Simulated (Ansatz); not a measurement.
# PtSe2 (Sudovikovite) (P-3m1) in Ansatz: notebook, part 2 of 3

Ansatz 0.2.0. The steps go on from the part before.

## Step 4: Band structure, RPBE

input.yaml reads:

```yaml
crystal:
  lattice:
    - [3.724, 0.0, 0.0]
    - [-1.862, 3.2250786037, 0.0]
    - [0.0, 0.0, 5.062]
  atoms:
    - { symbol: Pt, position: [0.0, 0.0, 0.0] }
    - { symbol: Se, position: [0.6666666667, 0.3333333333, 0.75] }
    - { symbol: Se, position: [0.3333333333, 0.6666666667, 0.25] }
hamiltonian:
  xc: rpbe
  pseudopotentials: { kind: paw }
kpoints:
  mp_grid: { grid: [8, 8, 5] }
  band_path:
    path:
      - [[0.0, 0.0, 0.0], [0.5, 0.0, 0.0], [0.3333333333, 0.3333333333, 0.0], [0.0, 0.0, 0.0], [0.0, 0.0, 0.5], [0.5, 0.0, 0.5], [0.3333333333, 0.3333333333, 0.5], [0.0, 0.0, 0.5]]
      - [[0.5, 0.0, 0.5], [0.5, 0.0, 0.0]]
      - [[0.3333333333, 0.3333333333, 0.0], [0.3333333333, 0.3333333333, 0.5]]
    npoints: 14
scf:
  occupations: { method: fermi_dirac, width: 0.05 }
  n_extra_bands: 7
output:
  forces: true
  stress: true
  eigenvalues: true
  fatbands: false
  write_density: true
  write_potential: true
  elf: true
  volumetric_format: npy
```

Potentials or basis: Ansatz PAW.

On the command line:

```
$ ansatz run input.yaml --threads 2 --pin off --max-ram 5120MiB --backend cpu --events-out ev --progress --plain --runs-dir out
```

The program printed:

```text
Warning: RAYON_NUM_THREADS=2 ignored (pool sized by the plan → 2); use --threads N
scf.n_extra_bands = 7 over 25 filled bands (N_el = 50.0): the run solves 32 bands
Engine: ansatz 0.2.0, aarch64-unknown-linux-gnu
Pseudopotentials: kind: paw
Pseudopotential: Pt, paw, valence charge 18, recommended cutoff 420 eV (normal), Pt.paw.azcp
Pseudopotential: Se, paw, valence charge 16, recommended cutoff 420 eV (normal), Se.paw.azcp
Functional definition: RPBE
  parameter kappa = 0.804
  parameter beta = 0.06672455060314922
  exchange = rpbe_x(kappa = kappa, mu = beta*pi^2/3)
  correlation = pbe_c(beta = beta)
Crystal: 3 atoms, lattice volume = 60.796 Å³
Basis set: ecut = 420 eV, 1205 PW (Γ), exchange–correlation on 50×50×72 points (8 copies of the dense FFT grid, shifted against one another)
Bands: 32, of which v1, the nominal top of the filled ones, is band 25 counted from 1 (24 counted from 0)
Symmetry: 12 space group operations
Space group: P-3m1 (ITA 164), of the structure as read, at distance tolerance 3.9e-5 Å
k-points: 40 of 320
Non-local potential: Pt, projectors of the file, l = 0: 3, l = 1: 2, l = 2: 2, l = 3: 1
Non-local potential: Se, projectors of the file, l = 0: 2, l = 1: 2, l = 2: 3, l = 3: 1
PAW form: soft (Blöchl's): semilocal exchange-correlation on the pseudo side does not see the compensation charge
PAW frozen core: Pt, regenerated for the run's functional, and the local potential with it (the file was generated under x = pbe(κ = 0.804, μ = 0.2195149727645171), c = pbe(β = 0.06672455060314922))
PAW frozen core: Se, regenerated for the run's functional, and the local potential with it (the file was generated under x = pbe(κ = 0.804, μ = 0.2195149727645171), c = pbe(β = 0.06672455060314922))
PAW one-centre angular grid: Pt, 590 points (default); XC on 64 Gauss nodes
PAW one-centre angular grid: Se, 590 points (default); XC on 64 Gauss nodes
Initial density: superposition of atomic densities (neutral atoms: chi_scale 0, normalization atom), corrected by the library's trained network
Initial wavefunctions: pseudopotential atomic-orbital guess
Functional: x = rpbe, c = pbe(β = 0.06672455060314922)
SCF iter   1: F=—  HF=-23487.959214 eV  |F-HF|=—  |Δ(HF+E_count)|=         —  Δρ=2.96e-3  dr2=2.72e-3  ethr=1.77e-3  ⟨swp⟩=6.0  Hψ=5208  notcnv=0
preconditioner: auto → LDOS  [insulator: Δε(μ)=0.117 eV  Ē_g=11.586 eV  σ=0.050 eV  W_gap=0.50  n_scr=22 (ndim 8)  ℏωp=22.3 eV  f_vac=0.035  D(μ)=0.54/eV (n_scr^D=2)  ε∞_Penn≈4.7  β→1.0]
SCF iter   2: F=—  HF=-23487.961848 eV  |F-HF|=—  |Δ(HF+E_count)|=   2.63e-3  Δρ=6.69e-4  dr2=2.97e-4  ethr=5.45e-6  ⟨swp⟩=2.0  Hψ=2664  notcnv=0  defer=56
SCF iter   3: F=—  HF=-23487.961685 eV  |F-HF|=—  |Δ(HF+E_count)|=   1.63e-4  Δρ=2.97e-4  dr2=9.02e-5  ethr=5.94e-7  ⟨swp⟩=2.0  Hψ=2071  notcnv=0  defer=56
SCF iter   4: F=—  HF=-23487.961623 eV  |F-HF|=—  |Δ(HF+E_count)|=   6.15e-5  Δρ=7.33e-5  dr2=3.97e-6  ethr=1.80e-7  ⟨swp⟩=2.0  Hψ=2064  notcnv=0  defer=56
SCF iter   5: F=—  HF=-23487.961621 eV  |F-HF|=—  |Δ(HF+E_count)|=   2.20e-6  Δρ=2.31e-5  dr2=3.81e-7  ethr=7.95e-9  ⟨swp⟩=2.0  Hψ=2069  notcnv=0  defer=56
SCF iter   6: F=-23487.961621 eV  HF=-23487.961621 eV  |F-HF|=2.07e-8  |Δ(HF+E_count)|=   8.85e-8  Δρ=5.02e-6  dr2=1.04e-8  ethr=2.00e-10  ⟨swp⟩=11.9  Hψ=8943  notcnv=0
SCF 1 converged in 6 iterations: F = -23487.961621 eV  dr2 = 1.04e-8
NSCF: frozen V_eff on 129 k-points
SCF converged after 6 iterations
Free energy (F): -23487.961621 eV
Harris-Foulkes:  -23487.961621 eV  (|F-HF|=2.07e-8)
Internal energy: -23487.956786 eV  (E = F + TS)
E sigma→0 (E₀):  -23487.959204 eV
Entropy (-TS):   -0.004835 eV (-1.612 meV/atom)
Fermi energy:    13.483235 eV
--- Per-component energies (eV) ---
  E_band       = -952.905849
  E_kinetic    = 876.248866
  E_local      = -6787.947188  (includes V_loc(G=0)·N_el)
  E_nonlocal   = -994.724184
  E_hartree    = 3151.164735
  E_xc         = -471.917213
  E_vxc        = -500.633219  (∫ρ·V_xc dr)
  E_paw        = -13302.258947  (= ΣΔE_a)
  E_vpaw       = 151.825405  (= ΣTr[D̂ρ^β])
  E_aug_tail   = -0.000970  (compensation charges beyond the density's cutoff)
  E_ewald      = -5957.935364
  E_core_change = -0.586519  (= ΣΔE_core)
  E_smearing   = -0.004835  (= −TS)
  E_closure    = 0.000000  (closes the sum)
  Σ components = -23487.961621   (vs F -23487.961621, Δ=0.00e0)
--- Forces (eV/Å), atoms counted from 1 ---
  atom   1  Pt    -0.00000000     0.00000000     0.00000000
  atom   2  Se     0.00000000    -0.00000000    -0.64131778
  atom   3  Se    -0.00000000     0.00000000     0.64131778
  max |Σ_I F_I| component: 2.31e-18 eV/Å
--- Stress (GPa, compression-positive) ---
       10.428299      -0.000000      -0.000000
        0.000000      10.428299       0.000000
       -0.000000       0.000000       8.580506
  P = ⅓ Tr σ = 9.8124 GPa (98.124 kbar)
--- Band table (eV; the first three rows and the last of 40) ---
  k-point 0: bands = ["-86.1233", "-40.3976", "-40.3976", "-40.3029", "-35.1190", "-35.1190", "-35.1167", "-35.1167", "-35.1015", "-35.1015", "-35.0966", "-35.0966", "-35.0913", "-35.0910", "-2.2793", "0.5496", "6.2205", "6.9142", "6.9142", "9.3691", "9.3691", "10.8147", "12.3363", "12.3363", "13.8173", "14.8805", "14.8805", "17.1043", "17.7579", "20.7437", "20.7437", "25.3214"]
  k-point 1: bands = ["-86.1233", "-40.3976", "-40.3976", "-40.3029", "-35.1190", "-35.1190", "-35.1167", "-35.1167", "-35.1011", "-35.1011", "-35.0969", "-35.0969", "-35.0913", "-35.0910", "-2.1335", "0.2018", "6.7371", "6.9323", "6.9323", "9.3580", "9.3580", "10.7843", "12.1706", "12.1706", "12.9890", "15.1687", "15.1687", "17.4106", "18.5729", "20.5996", "20.5996", "24.3077"]
  k-point 2: bands = ["-86.1233", "-40.3976", "-40.3976", "-40.3029", "-35.1188", "-35.1188", "-35.1168", "-35.1168", "-35.1004", "-35.1004", "-35.0978", "-35.0978", "-35.0914", "-35.0909", "-1.7934", "-0.4187", "6.9621", "6.9621", "7.7294", "9.3414", "9.3414", "10.5930", "11.8658", "11.9392", "11.9392", "15.6395", "15.6395", "18.1181", "19.6548", "20.2804", "20.2804", "22.8639"]
  k-point 39: bands = ["-86.1231", "-40.4060", "-40.4034", "-40.3021", "-35.1185", "-35.1182", "-35.1176", "-35.1168", "-35.1005", "-35.0991", "-35.0987", "-35.0983", "-35.0907", "-35.0907", "-0.3258", "-0.1930", "6.4884", "7.0162", "7.5853", "8.5716", "8.9090", "9.6315", "9.7639", "10.8391", "11.1026", "14.9129", "15.4144", "19.3040", "20.4050", "21.2062", "21.6189", "23.0024"]
```

It took 4.7 s on 2 threads of Arm Neoverse V1, shared host; peak memory 0.41 GiB.

What came out:

```
Free energy            : -23487.9616 eV
Pressure               : 9.8 GPa
Largest force          : 0.641 eV/Å
Band gap on the k mesh : none (metal or under the smearing width)
```

Forces on the atoms (eV/Å):
```
Pt   0.000  0.000  0.000
Se   0.000  0.000 -0.641
Se   0.000  0.000  0.641
```

Levels at the corners of the path, in eV from the Fermi level:
| point | band 23 | band 24 | band 25 | band 26 | band 27 | band 28 |
| --- | --- | --- | --- | --- | --- | --- |
| Γ | -1.15 | -1.15 | 0.33 | 1.40 | 1.40 | 3.62 |
| M | -3.60 | -3.52 | -3.05 | 0.63 | 2.29 | 4.76 |
| K | -2.76 | -1.92 | -1.92 | -0.01 | -0.01 | 4.05 |
| Γ | -1.15 | -1.15 | 0.33 | 1.40 | 1.40 | 3.62 |
| A | -1.78 | -1.58 | -1.58 | 2.24 | 2.24 | 4.80 |
| L | -3.31 | -2.93 | -1.45 | 0.93 | 1.49 | 4.54 |
| H | -3.77 | -2.60 | -2.60 | 1.94 | 1.94 | 6.50 |
| A | -1.78 | -1.58 | -1.58 | 2.24 | 2.24 | 4.80 |
| L | -3.31 | -2.93 | -1.45 | 0.93 | 1.49 | 4.54 |
| M | -3.60 | -3.52 | -3.05 | 0.63 | 2.29 | 4.76 |
| K | -2.76 | -1.92 | -1.92 | -0.01 | -0.01 | 4.05 |
| H | -3.77 | -2.60 | -2.60 | 1.94 | 1.94 | 6.50 |

Caveat: spin-orbit coupling is left out, which moves the levels of the heavy elements; the PAW data sets come from PBE, with cores solved anew for the run's functional, which leaves a small shift of forces and pressure.

## Step 5: Single point, BLYP+D3(BJ), 19.05 Å³/atom (volume scaled by 0.94)

input.yaml reads:

```yaml
crystal:
  lattice:
    - [3.6479786689, 0.0, 0.0]
    - [-1.8239893344, 3.1592421997, 0.0]
    - [0.0, 0.0, 4.9586648823]
  atoms:
    - { symbol: Pt, position: [0.0, 0.0, 0.0] }
    - { symbol: Se, position: [0.6666666667, 0.3333333333, 0.75] }
    - { symbol: Se, position: [0.3333333333, 0.6666666667, 0.25] }
hamiltonian:
  xc: blyp
  pseudopotentials: { kind: paw }
  dispersion: d3bj
kpoints:
  mp_grid: { grid: [8, 8, 5] }
scf:
  occupations: { method: fermi_dirac, width: 0.05 }
output:
  forces: true
  stress: true
  eigenvalues: true
```

Potentials or basis: Ansatz PAW.

On the command line:

```
$ ansatz run input.yaml --threads 2 --pin off --max-ram 5120MiB --backend cpu --events-out ev --progress --plain --runs-dir out
```

The program printed:

```text
Warning: RAYON_NUM_THREADS=2 ignored (pool sized by the plan → 2); use --threads N
Engine: ansatz 0.2.0, aarch64-unknown-linux-gnu
Pseudopotentials: kind: paw
Pseudopotential: Pt, paw, valence charge 18, recommended cutoff 420 eV (normal), Pt.paw.azcp
Pseudopotential: Se, paw, valence charge 16, recommended cutoff 420 eV (normal), Se.paw.azcp
Functional definition: BLYP
  parameter beta = 0.0042
  parameter a = 0.04918
  parameter b = 0.132
  parameter c = 0.2533
  parameter d = 0.349
  exchange = b88_x(beta = beta)
  correlation = lyp_c(a = a, b = b, c = c, d = d)
Crystal: 3 atoms, lattice volume = 57.148 Å³
Basis set: ecut = 420 eV, 1121 PW (Γ), exchange–correlation on 50×50×72 points (8 copies of the dense FFT grid, shifted against one another)
Bands: 30, of which v1, the nominal top of the filled ones, is band 25 counted from 1 (24 counted from 0)
Symmetry: 12 space group operations
Space group: P-3m1 (ITA 164), of the structure as read, at distance tolerance 3.9e-5 Å
k-points: 40 of 320
Non-local potential: Pt, projectors of the file, l = 0: 3, l = 1: 2, l = 2: 2, l = 3: 1
Non-local potential: Se, projectors of the file, l = 0: 2, l = 1: 2, l = 2: 3, l = 3: 1
PAW form: soft (Blöchl's): semilocal exchange-correlation on the pseudo side does not see the compensation charge
[... 30 lines left out ...]
  E_hartree    = 3088.343287
  E_xc         = -468.025302
  E_vxc        = -494.753818  (∫ρ·V_xc dr)
  E_paw        = -13332.755434  (= ΣΔE_a)
  E_vpaw       = 150.061216  (= ΣTr[D̂ρ^β])
  E_aug_tail   = -0.001022  (compensation charges beyond the density's cutoff)
  E_ewald      = -6082.094581
  E_disp       = -3.457602  (pairwise vdW)
  E_core_change = 0.662173  (= ΣΔE_core)
  E_smearing   = -0.004660  (= −TS)
  E_closure    = -0.000000  (closes the sum)
  Σ components = -23513.183662   (vs F -23513.183662, Δ=0.00e0)
--- Forces (eV/Å), atoms counted from 1 ---
  atom   1  Pt    -0.00000000     0.00000000     0.00000000
  atom   2  Se    -0.00000000     0.00000000    -1.99472520
  atom   3  Se     0.00000000     0.00000000     1.99472520
  max |Σ_I F_I| component: 5.78e-18 eV/Å
--- Stress (GPa, compression-positive) ---
       18.253433       0.000000       0.000000
        0.000000      18.253433       0.000000
        0.000000       0.000000      11.643084
  P = ⅓ Tr σ = 16.0500 GPa (160.500 kbar)
--- Band table (eV; the first three rows and the last of 40) ---
  k-point 0: bands = ["-84.8155", "-39.0600", "-39.0600", "-38.9547", "-33.6293", "-33.6293", "-33.6256", "-33.6256", "-33.6090", "-33.6090", "-33.6024", "-33.6024", "-33.5959", "-33.5955", "-1.2563", "1.8621", "7.3530", "8.0498", "8.0498", "10.6389", "10.6389", "12.2519", "13.8894", "13.8894", "15.4349", "16.5834", "16.5834", "18.7616", "19.7632", "22.4813"]
  k-point 1: bands = ["-84.8155", "-39.0600", "-39.0600", "-38.9547", "-33.6291", "-33.6291", "-33.6257", "-33.6257", "-33.6085", "-33.6085", "-33.6029", "-33.6029", "-33.5960", "-33.5954", "-1.1001", "1.4662", "7.9207", "8.0688", "8.0688", "10.6262", "10.6262", "12.2098", "13.7074", "13.7074", "14.6191", "16.9054", "16.9054", "19.0732", "20.5893", "22.3560"]
  k-point 2: bands = ["-84.8155", "-39.0600", "-39.0600", "-38.9547", "-33.6289", "-33.6289", "-33.6258", "-33.6258", "-33.6076", "-33.6076", "-33.6039", "-33.6039", "-33.5961", "-33.5953", "-0.7364", "0.7775", "8.1001", "8.1001", "8.9857", "10.6074", "10.6074", "11.9746", "13.4546", "13.4546", "13.5121", "17.4377", "17.4377", "19.8394", "21.6609", "22.0343"]
  k-point 39: bands = ["-84.8151", "-39.0713", "-39.0679", "-38.9537", "-33.6285", "-33.6281", "-33.6272", "-33.6260", "-33.6076", "-33.6057", "-33.6052", "-33.6047", "-33.5951", "-33.5951", "0.8629", "1.0286", "7.6565", "8.1900", "8.8264", "9.8610", "10.2385", "10.9630", "11.0783", "12.2632", "12.5583", "16.6292", "17.1825", "21.1893", "22.1682", "23.0521"]
```

Wall time 2 s (2 threads of Arm Neoverse V1, shared host); peak memory 0.36 GiB.

Results:

```
Free energy            : -23513.1837 eV
Pressure               : 16.0 GPa
Largest force          : 1.995 eV/Å
Band gap on the k mesh : none (metal or under the smearing width)
```

Caveat: pairwise dispersion overbinds metals, which lowers pressure and volume; the PAW data sets come from PBE, with cores solved anew for the run's functional, which leaves a small shift of forces and pressure; forces of over 1 eV/Å show positions far from the minimum, so gaps and moduli don't describe the material at rest.

## Step 6: Single point, BLYP+D3(BJ), 19.45 Å³/atom (volume scaled by 0.96)

Edit input.yaml of step 5 so:

```diff
@@ -2,5 +2,5 @@
   lattice:
-    - [3.6479786689, 0.0, 0.0]
-    - [-1.8239893344, 3.1592421997, 0.0]
-    - [0.0, 0.0, 4.9586648823]
+    - [3.6736695059, 0.0, 0.0]
+    - [-1.836834753, 3.1814911172, 0.0]
+    - [0.0, 0.0, 4.9935862081]
   atoms:
```

Potentials or basis: Ansatz PAW.

On the command line:

```
$ ansatz run input.yaml --threads 2 --pin off --max-ram 5120MiB --backend cpu --events-out ev --progress --plain --runs-dir out
```

Wall time 2 s (2 threads of Arm Neoverse V1, shared host); peak memory 0.36 GiB.

The run converged. Its results:

```yaml
Free_energy: -23513.2909 eV
Pressure: 12.3 GPa
Largest_force: 1.673 eV/Å
Band_gap_on_the_k_mesh: none (metal or under the smearing width)
```

Caveat: pairwise dispersion overbinds metals, which lowers pressure and volume; the PAW data sets come from PBE, with cores solved anew for the run's functional, which leaves a small shift of forces and pressure; forces of over 1 eV/Å show positions far from the minimum, so gaps and moduli don't describe the material at rest.

## Step 7: Single point, BLYP+D3(BJ), 19.86 Å³/atom (volume scaled by 0.98)

Edit input.yaml of step 6 so:

```diff
@@ -2,5 +2,5 @@
   lattice:
-    - [3.6736695059, 0.0, 0.0]
-    - [-1.836834753, 3.1814911172, 0.0]
-    - [0.0, 0.0, 4.9935862081]
+    - [3.6990059583, 0.0, 0.0]
+    - [-1.8495029792, 3.2034331287, 0.0]
+    - [0.0, 0.0, 5.028025822]
   atoms:
@@ -21 +21,5 @@
   eigenvalues: true
+  write_density: true
+  write_potential: true
+  elf: true
+  volumetric_format: npy
```

On the command line:

```
$ ansatz run input.yaml --threads 2 --pin off --max-ram 5120MiB --backend cpu --events-out ev --progress --plain --runs-dir out
```

It took 2.6 s on 2 threads of Arm Neoverse V1, shared host; peak memory 0.37 GiB.

Results (log left out):

| Property | Result |
| --- | --- |
| Free energy | -23513.3710 eV |
| Pressure | 8.9 GPa |
| Largest force | 1.378 eV/Å |
| Band gap on the k mesh | none (metal or under the smearing width) |

Caveat: pairwise dispersion overbinds metals, which lowers pressure and volume; the PAW data sets come from PBE, with cores solved anew for the run's functional, which leaves a small shift of forces and pressure; forces of over 1 eV/Å show positions far from the minimum, so gaps and moduli don't describe the material at rest.

## Step 8: Single point, BLYP+D3(BJ), 20.27 Å³/atom

Edit input.yaml of step 7 so:

```diff
@@ -2,5 +2,5 @@
   lattice:
-    - [3.6990059583, 0.0, 0.0]
-    - [-1.8495029792, 3.2034331287, 0.0]
-    - [0.0, 0.0, 5.028025822]
+    - [3.724, 0.0, 0.0]
+    - [-1.862, 3.2250786037, 0.0]
+    - [0.0, 0.0, 5.062]
   atoms:
```

On the command line:

```
$ ansatz run input.yaml --threads 2 --pin off --max-ram 5120MiB --backend cpu --events-out ev --progress --plain --runs-dir out
```

Wall time 2.7 s (2 threads of Arm Neoverse V1, shared host); peak memory 0.37 GiB.

It converged, with:

| Property | Result |
| --- | --- |
| Free energy | -23513.4270 eV |
| Pressure | 5.9 GPa |
| Largest force | 1.107 eV/Å |
| Band gap on the k mesh | none (metal or under the smearing width) |

Caveat: pairwise dispersion overbinds metals, which lowers pressure and volume; the PAW data sets come from PBE, with cores solved anew for the run's functional, which leaves a small shift of forces and pressure; forces of over 1 eV/Å show positions far from the minimum, so gaps and moduli don't describe the material at rest.

## Step 9: Single point, BLYP+D3(BJ), 20.67 Å³/atom (volume scaled by 1.02)

Edit input.yaml of step 8 so:

```diff
@@ -2,5 +2,5 @@
   lattice:
-    - [3.724, 0.0, 0.0]
-    - [-1.862, 3.2250786037, 0.0]
-    - [0.0, 0.0, 5.062]
+    - [3.7486629704, 0.0, 0.0]
+    - [-1.8743314852, 3.2464373626, 0.0]
+    - [0.0, 0.0, 5.0955241558]
   atoms:
@@ -21,5 +21 @@
   eigenvalues: true
-  write_density: true
-  write_potential: true
-  elf: true
-  volumetric_format: npy
```

Potentials or basis: Ansatz PAW.

On the command line:

```
$ ansatz run input.yaml --threads 2 --pin off --max-ram 5120MiB --backend cpu --events-out ev --progress --plain --runs-dir out
```

Wall time 2.1 s (2 threads of Arm Neoverse V1, shared host); peak memory 0.37 GiB.

The run converged. Its results:

* Free energy: -23513.4613 eV
* Pressure: 3.2 GPa
* Largest force: 0.857 eV/Å
* Band gap on the k mesh: none (metal or under the smearing width)

Caveat: pairwise dispersion overbinds metals, which lowers pressure and volume; the PAW data sets come from PBE, with cores solved anew for the run's functional, which leaves a small shift of forces and pressure.

## Step 10: Single point, BLYP+D3(BJ), 21.08 Å³/atom (volume scaled by 1.04)

Edit input.yaml of step 9 so:

```diff
@@ -2,5 +2,5 @@
   lattice:
-    - [3.7486629704, 0.0, 0.0]
-    - [-1.8743314852, 3.2464373626, 0.0]
-    - [0.0, 0.0, 5.0955241558]
+    - [3.7730056198, 0.0, 0.0]
+    - [-1.8865028099, 3.2675187154, 0.0]
+    - [0.0, 0.0, 5.1286129021]
   atoms:
```

On the command line:

```
$ ansatz run input.yaml --threads 2 --pin off --max-ram 5120MiB --backend cpu --events-out ev --progress --plain --runs-dir out
```

Wall time 2.4 s (2 threads of Arm Neoverse V1, shared host); peak memory 0.37 GiB.

The run converged. Its results:

* Free energy: -23513.4762 eV
* Pressure: 0.8 GPa
* Largest force: 0.627 eV/Å
* Band gap on the k mesh: none (metal or under the smearing width)

Caveat: pairwise dispersion overbinds metals, which lowers pressure and volume; the PAW data sets come from PBE, with cores solved anew for the run's functional, which leaves a small shift of forces and pressure.

## Step 11: Single point, BLYP+D3(BJ), 21.48 Å³/atom (volume scaled by 1.06)

Edit input.yaml of step 10 so:

```diff
@@ -2,5 +2,5 @@
   lattice:
-    - [3.7730056198, 0.0, 0.0]
-    - [-1.8865028099, 3.2675187154, 0.0]
-    - [0.0, 0.0, 5.1286129021]
+    - [3.7970381507, 0.0, 0.0]
+    - [-1.8985190754, 3.2883314977, 0.0]
+    - [0.0, 0.0, 5.1612801071]
   atoms:
```

On the command line:

```
$ ansatz run input.yaml --threads 2 --pin off --max-ram 5120MiB --backend cpu --events-out ev --progress --plain --runs-dir out
```

It took 2.1 s on 2 threads of Arm Neoverse V1, shared host; peak memory 0.37 GiB.

The run converged. Its results:

- Free energy: -23513.4739 eV
- Pressure: -1.4 GPa
- Largest force: 0.416 eV/Å
- Band gap on the k mesh: none (metal or under the smearing width)

Caveat: pairwise dispersion overbinds metals, which lowers pressure and volume; the PAW data sets come from PBE, with cores solved anew for the run's functional, which leaves a small shift of forces and pressure.

## Step 12: Equation of state, BLYP+D3(BJ)

Potentials or basis: Ansatz PAW.

This step only gathers the single runs of the series.

Results:

```
Equilibrium volume                        : 21.22 Å³/atom
Bulk modulus at fixed shape and positions : 115 GPa
Pressure derivative of the bulk modulus   : 4.8
```

Energy against volume, from the lowest point:
| volume (Å³/atom) | energy (meV/atom) |
| --- | --- |
| 19.049 | 97.52 |
| 19.455 | 61.78 |
| 19.860 | 35.06 |
| 20.265 | 16.41 |
| 20.671 | 4.98 |
| 21.076 | 0.00 |
| 21.481 | 0.78 |

Caveat: the potentials were made for another functional, which shifts forces and pressure; the cell was scaled at fixed shape and fractional positions, which overstates the stiffness of a crystal with free parameters, most of all of layers and chains.

(Part 2 of 3 ends here.)
